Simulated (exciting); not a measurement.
# ZnS (F-43m) in exciting: further runs, part 2 of 2

exciting (release sodium).

## 3. Band structure, LDA

input.xml reads:

```xml
<input>
  <title>ZnS</title>
  <structure speciespath="./" tshift="false">
    <crystal scale="1">
      <basevect>0.000000000000 5.106039988739 5.106039988739</basevect>
      <basevect>5.106039988739 0.000000000000 5.106039988739</basevect>
      <basevect>5.106039988739 5.106039988739 0.000000000000</basevect>
    </crystal>
    <species speciesfile="Zn.xml" rmt="2">
      <atom coord="0.750000000000 0.750000000000 0.750000000000"/>
    </species>
    <species speciesfile="S.xml" rmt="1.9">
      <atom coord="0.000000000000 0.000000000000 0.000000000000"/>
    </species>
  </structure>
  <groundstate do="fromscratch" ngridk="9 9 9" rgkmax="8.5" gmaxvr="14" lmaxapw="10" lmaxmat="10" lmaxvr="8" xctype="LDA_PW" stype="Fermi Dirac" swidth="0.00183747" nempty="10" ValenceRelativity="iora*" epsengy="1e-05" epspot="1e-05" maxscl="60" outputlevel="high"/>
  <properties>
    <bandstructure>
      <plot1d>
        <path steps="80">
          <point coord="0 0 0" label="G"/>
          <point coord="0.5 0 0.5" label="X"/>
          <point coord="0.5 0.25 0.75" label="W"/>
          <point coord="0.375 0.375 0.75" label="K"/>
          <point coord="0 0 0" label="G"/>
          <point coord="0.5 0.5 0.5" label="L"/>
          <point coord="0.625 0.25 0.625" label="U"/>
          <point coord="0.5 0.25 0.75" label="W"/>
          <point coord="0.5 0.5 0.5" label="L"/>
          <point coord="0.375 0.375 0.75" label="K" breakafter="true"/>
          <point coord="0.625 0.25 0.625" label="U"/>
          <point coord="0.5 0 0.5" label="X"/>
        </path>
      </plot1d>
    </bandstructure>
  </properties>
</input>
```

Potentials or basis: all-electron LAPW+lo, shipped species files, valence relativity iora*.

Command:

```bash
$ OMP_NUM_THREADS=1 exciting_smp
```

INFO.OUT:

```text
================================================================================
EXCITING SODIUM started
[... 10 lines left out ...]

 Lattice vectors (cartesian) :
      0.0000000000      5.1060399887      5.1060399887
      5.1060399887      0.0000000000      5.1060399887
      5.1060399887      5.1060399887      0.0000000000

 Reciprocal lattice vectors (cartesian) :
     -0.6152698883      0.6152698883      0.6152698883
      0.6152698883     -0.6152698883      0.6152698883
      0.6152698883      0.6152698883     -0.6152698883

 Unit cell volume                           :     266.2457174161
 Brillouin zone volume                      :       0.9316589797

 Species :    1 (Zn)
     parameters loaded from                 :    Zn.xml
     name                                   :    zinc
     nuclear charge                         :     -30.00000000
     electronic charge                      :      30.00000000
     atomic mass                            :  119198.67800000
[... 83 lines left out ...]
 Total energy                               :     -2187.82040051
 _______________________________________________________________
 Fermi energy                               :         0.15390940
 Kinetic energy                             :      2226.99054829
 Coulomb energy                             :     -4321.54644264
 Exchange energy                            :       -89.34713119
 Correlation energy                         :        -3.91737498
 Sum of eigenvalues                         :     -1250.11324707
 Effective potential energy                 :     -3477.10379536
 Coulomb potential energy                   :     -3353.66158775
 xc potential energy                        :      -123.44220761
 Hartree energy                             :       707.04641756
 Electron-nuclear energy                    :     -4767.75442287
[... 550 lines left out ...]
 RMS change in effective potential (target) :  0.381625E-10  ( 0.100000E-04)
 Absolute change in total energy   (target) :  0.645878E-08  ( 0.100000E-04)
 Charge distance                   (target) :  0.236909E-10  ( 0.100000E-04)

++++++++++++++++++++++++++++++++++++++++++++++++++++++++++++++++++++++++++++++++
| Convergency criteria checked for the last 2 iterations                       +
| Convergence targets achieved. Performing final SCF iteration                 +
++++++++++++++++++++++++++++++++++++++++++++++++++++++++++++++++++++++++++++++++
 Total energy                               :     -2191.50827674
 _______________________________________________________________
 Fermi energy                               :         0.16194961
 Kinetic energy                             :      2224.82844265
 Coulomb energy                             :     -4322.96837378
 Exchange energy                            :       -89.44955634
 Correlation energy                         :        -3.91878927
 Sum of eigenvalues                         :     -1251.05119045
 Effective potential energy                 :     -3475.87963310
 Coulomb potential energy                   :     -3352.29942582
 xc potential energy                        :      -123.58020727
 Hartree energy                             :       709.83051063
 Electron-nuclear energy                    :     -4771.96044708
 Nuclear-nuclear energy                     :      -260.83843733
 Madelung energy                            :     -2646.81866086
 Core-electron kinetic energy               :         0.00000000
[... 14 lines left out ...]
 Estimated fundamental gap                  :         0.06835800
        valence-band maximum at    1      0.0000  0.0000  0.0000
     conduction-band minimum at    1      0.0000  0.0000  0.0000

++++++++++++++++++++++++++++++++++++++++++++++++++++++++++++++++++++++++++++++++
[... 9 lines left out ...]
| EXCITING SODIUM stopped                                                      =
================================================================================
```

Wall time 2.7 min (1 thread of Arm Neoverse V2, shared host); peak memory 0.13 GiB.

Results:

| Property | Result |
| --- | --- |
| Free energy | -59633.9782 eV |
| Band gap on the k mesh | 1.86 eV, direct |
| Band gap along the path | 1.86 eV, direct |
| All electrons inside the program's atomic spheres | Zn 28.14; S 13.57 (radii Zn 2.0, S 1.9 bohr) |

Levels at the corners of the path, in eV from the valence-band top:
```csv
point,band 8,band 9,band 10,band 11,band 12,band 13,band 14,band 15,band 16,band 17
Γ,-6.02,-6.02,0.00,0.00,0.00,1.86,6.23,6.23,6.23,11.51
X,-5.94,-5.79,-4.67,-2.24,-2.24,3.20,3.89,10.70,11.75,11.75
W,-6.06,-5.61,-4.67,-2.79,-2.77,5.53,5.90,7.67,8.01,12.21
K,-5.98,-5.66,-4.71,-3.17,-1.83,3.93,5.81,9.16,9.61,10.42
Γ,-6.02,-6.02,0.00,0.00,0.00,1.86,6.23,6.23,6.23,11.51
L,-5.99,-5.81,-5.38,-0.88,-0.88,3.09,6.77,6.77,8.63,11.84
U,-5.98,-5.66,-4.71,-3.17,-1.83,3.93,5.81,9.16,9.61,10.42
W,-6.06,-5.61,-4.67,-2.79,-2.77,5.53,5.90,7.67,8.01,12.21
L,-5.99,-5.81,-5.38,-0.88,-0.88,3.09,6.77,6.77,8.63,11.84
K,-5.98,-5.66,-4.71,-3.17,-1.83,3.93,5.81,9.16,9.61,10.42
U,-5.98,-5.66,-4.71,-3.17,-1.83,3.93,5.81,9.16,9.61,10.42
X,-5.94,-5.79,-4.67,-2.24,-2.24,3.20,3.89,10.70,11.75,11.75
```

## 4. Band structure, PBEsol

Changes to input.xml since step 3:

```diff
@@ -15,3 +15,3 @@
   </structure>
-  <groundstate do="fromscratch" ngridk="9 9 9" rgkmax="8.5" gmaxvr="14" lmaxapw="10" lmaxmat="10" lmaxvr="8" xctype="LDA_PW" stype="Fermi Dirac" swidth="0.00183747" nempty="10" ValenceRelativity="iora*" epsengy="1e-05" epspot="1e-05" maxscl="60" outputlevel="high"/>
+  <groundstate do="fromscratch" ngridk="9 9 9" rgkmax="8.5" gmaxvr="14" lmaxapw="10" lmaxmat="10" lmaxvr="8" xctype="GGA_PBE_SOL" stype="Fermi Dirac" swidth="0.00183747" nempty="10" ValenceRelativity="iora*" epsengy="1e-05" epspot="1e-05" maxscl="60" outputlevel="normal"/>
   <properties>
@@ -35,2 +35,32 @@
     </bandstructure>
+    <chargedensityplot>
+      <plot3d>
+        <box grid="20 20 20">
+          <origin coord="0 0 0"/>
+          <point coord="1 0 0"/>
+          <point coord="0 1 0"/>
+          <point coord="0 0 1"/>
+        </box>
+      </plot3d>
+    </chargedensityplot>
+    <elfplot>
+      <plot3d>
+        <box grid="20 20 20">
+          <origin coord="0 0 0"/>
+          <point coord="1 0 0"/>
+          <point coord="0 1 0"/>
+          <point coord="0 0 1"/>
+        </box>
+      </plot3d>
+    </elfplot>
+    <exccplot>
+      <plot3d>
+        <box grid="20 20 20">
+          <origin coord="0 0 0"/>
+          <point coord="1 0 0"/>
+          <point coord="0 1 0"/>
+          <point coord="0 0 1"/>
+        </box>
+      </plot3d>
+    </exccplot>
   </properties>
```

Potentials or basis: all-electron LAPW+lo, shipped species files, valence relativity iora*.

Command:

```bash
$ OMP_NUM_THREADS=1 exciting_smp
```

INFO.OUT:

```text
================================================================================
EXCITING SODIUM started
[... 10 lines left out ...]

 Lattice vectors (cartesian) :
      0.0000000000      5.1060399887      5.1060399887
      5.1060399887      0.0000000000      5.1060399887
      5.1060399887      5.1060399887      0.0000000000

 Reciprocal lattice vectors (cartesian) :
     -0.6152698883      0.6152698883      0.6152698883
      0.6152698883     -0.6152698883      0.6152698883
      0.6152698883      0.6152698883     -0.6152698883

 Unit cell volume                           :     266.2457174161
 Brillouin zone volume                      :       0.9316589797

 Species :    1 (Zn)
     parameters loaded from                 :    Zn.xml
     name                                   :    zinc
     nuclear charge                         :     -30.00000000
     electronic charge                      :      30.00000000
     atomic mass                            :  119198.67800000
     muffin-tin radius                      :       2.00000000
     # of radial points in muffin-tin       :     350

     atomic positions (lattice) :
       1 :   0.75000000  0.75000000  0.75000000

 Species :    2 (S)
[... 38 lines left out ...]
 Total core charge                          :      22.00000000
 Total valence charge                       :      24.00000000

 Number of empty states                     :      10
 Total number of valence states             :      23

 Maximum Hamiltonian size                   :     435
 Maximum number of plane-waves              :     419
 Total number of local-orbitals             :      16

 Exchange-correlation type                  :      22
     PBEsol, Phys. Rev. Lett. 100, 136406 (2008)
     Generalised gradient approximation (GGA)

[... 20 lines left out ...]
+ SCF iteration number :    1                                                  +
++++++++++++++++++++++++++++++++++++++++++++++++++++++++++++++++++++++++++++++++
 Total energy                               :     -2189.90755659
 _______________________________________________________________
 Fermi energy                               :         0.16165944
 Kinetic energy                             :      2229.68704708
 Coulomb energy                             :     -4324.44202114
 Exchange energy                            :       -92.77314405
 Correlation energy                         :        -2.37943848
[... 398 lines left out ...]
 RMS change in effective potential (target) :  0.119894E-08  ( 0.100000E-04)
 Absolute change in total energy   (target) :  0.147738E-06  ( 0.100000E-04)
 Charge distance                   (target) :  0.136319E-08  ( 0.100000E-04)

++++++++++++++++++++++++++++++++++++++++++++++++++++++++++++++++++++++++++++++++
| Convergency criteria checked for the last 2 iterations                       +
| Convergence targets achieved. Performing final SCF iteration                 +
++++++++++++++++++++++++++++++++++++++++++++++++++++++++++++++++++++++++++++++++
 Total energy                               :     -2193.34085175
 _______________________________________________________________
 Fermi energy                               :         0.17024540
 Kinetic energy                             :      2227.54719050
 Coulomb energy                             :     -4325.64062411
 Exchange energy                            :       -92.86448695
 Correlation energy                         :        -2.38293119
[... 14 lines left out ...]
 Estimated fundamental gap                  :         0.07247568
        valence-band maximum at    1      0.0000  0.0000  0.0000
     conduction-band minimum at    1      0.0000  0.0000  0.0000

++++++++++++++++++++++++++++++++++++++++++++++++++++++++++++++++++++++++++++++++
[... 9 lines left out ...]
| EXCITING SODIUM stopped                                                      =
================================================================================
```

stdout:

```text
Info(rhoplot):
 3D density plot written to RHO3D.xml

Info(potplot):
 3D Coulomb potential plot written to VCL3D.xml
 3D exchange-correlation potential plot written to VXC3D.xml

Info(elfplot): 3D ELF plot written to ELF3D.xml

Info(bandstr):
 band structure plot written to BAND.OUT

 Fermi energy is at zero in plot

 Vertex location lines written to BANDLINES.OUT
```

Run time: 3 min. Hardware: 1 thread of Arm Neoverse V2, shared host; peak memory 0.14 GiB.

What came out:

* Free energy: -59683.8451 eV
* Band gap on the k mesh: 1.97 eV, direct
* Band gap along the path: 1.97 eV, direct
* All electrons inside the program's atomic spheres: Zn 28.12; S 13.57 (radii Zn 2.0, S 1.9 bohr)

Levels at the corners of the path, in eV from the valence-band top:
| point | band 10 | band 11 | band 12 | band 13 | band 14 | band 15 |
| --- | --- | --- | --- | --- | --- | --- |
| Γ | 0.00 | 0.00 | 0.00 | 1.97 | 6.28 | 6.28 |
| X | -4.61 | -2.24 | -2.24 | 3.24 | 3.96 | 10.82 |
| W | -4.64 | -2.79 | -2.75 | 5.57 | 5.98 | 7.74 |
| K | -4.67 | -3.16 | -1.83 | 3.99 | 5.87 | 9.23 |
| Γ | 0.00 | 0.00 | 0.00 | 1.97 | 6.28 | 6.28 |
| L | -5.35 | -0.88 | -0.88 | 3.19 | 6.81 | 6.81 |
| U | -4.67 | -3.16 | -1.83 | 3.99 | 5.87 | 9.23 |
| W | -4.64 | -2.79 | -2.75 | 5.57 | 5.98 | 7.74 |
| L | -5.35 | -0.88 | -0.88 | 3.19 | 6.81 | 6.81 |
| K | -4.67 | -3.16 | -1.83 | 3.99 | 5.87 | 9.23 |
| U | -4.67 | -3.16 | -1.83 | 3.99 | 5.87 | 9.23 |
| X | -4.61 | -2.24 | -2.24 | 3.24 | 3.96 | 10.82 |

## 5. Overview

```csv
level,outputlevel,gap on the mesh (eV)
PBE,normal,2.11
LDA,high,1.86
PBEsol,normal,1.97
```

Alike in all rows: task band structure; potentials or basis all-electron LAPW+lo, shipped species files, valence relativity iora*; no spin polarisation; cell as given; k mesh 9 × 9 × 9; smearing fermi-dirac 0.05 eV; rgkmax 8.5.

On the cell as given the gap runs from 1.86 eV (LDA) to 2.11 eV (PBE).

Compare energies only between runs with the same functional and basis.

## 6. Against experiment

Step 2. A measured gap of ZnS is 3.85 eV (direct; 19 K; quoted in “Electronic, vibrational, and thermodynamic properties of ZnS (zincblende and rocksalt structure)”, 2009, arxiv:0911.5022); the calculated 2.11 eV misses it by -1.74 eV. The value is that of PBE, without temperature or zero-point motion. Semilocal functionals fall short of measured gaps as a rule.

Step 3. A measured gap of ZnS is 3.85 eV (direct; 19 K; quoted in “Electronic, vibrational, and thermodynamic properties of ZnS (zincblende and rocksalt structure)”, 2009, arxiv:0911.5022); the calculated 1.86 eV misses it by -1.99 eV. So large a miss can be the level of theory's own, or it may mean another phase, state or a wrong row. The value is that of LDA, without temperature or zero-point motion. Semilocal functionals fall short of measured gaps as a rule.

Step 4. Measured gap of ZnS: 3.85 eV (direct; 19 K; quoted in “Electronic, vibrational, and thermodynamic properties of ZnS (zincblende and rocksalt structure)”, 2009, arxiv:0911.5022). This calculation gives 1.97 eV (-1.88 eV). The value is that of PBEsol, without temperature or zero-point motion. Semilocal functionals fall short of measured gaps as a rule.
